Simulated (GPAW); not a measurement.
## Ti: equation of state with r2SCAN

Ti:

```
Ti
1.0
    -1.64100    1.64100    1.64100
     1.64100   -1.64100    1.64100
     1.64100    1.64100   -1.64100
Ti
1
Direct
  0.00000 0.00000 0.00000
```

This isn't the form of Ti at room conditions, which is hcp.

| Property | Result |
| --- | --- |
| Program | GPAW 26.7.0 |
| Task | equation of state |
| Functional | r2SCAN |
| Potentials or basis | GPAW PAW data sets (gpaw-data 1.2.1) |
| Cutoff | 600 eV |
| Basis | pw |
| k mesh | 11 × 11 × 11 |
| Occupations | fermi-dirac, width 0.05 eV |
| Spin | no spin polarisation |

The equilibrium volume is 17.32 Å³/atom (rough: see the caveat) and the bulk modulus is 108 GPa (rough).

Energy against volume, from the lowest point:
```csv
volume (Å³/atom),energy (meV/atom)
16.616,9.59
16.969,2.10
17.323,0.00
17.676,1.89
18.030,9.31
18.383,20.94
18.737,36.49
```

Wall time 2.9 min on 1 thread of Arm Neoverse V2, with other jobs on the host, peak memory 0.63 GiB.

Caveat: the fit is doubtful: noisy points or a state that changes with volume; the points scatter about the fit; the PAW data sets were made with another functional, which shifts forces and pressure a little.
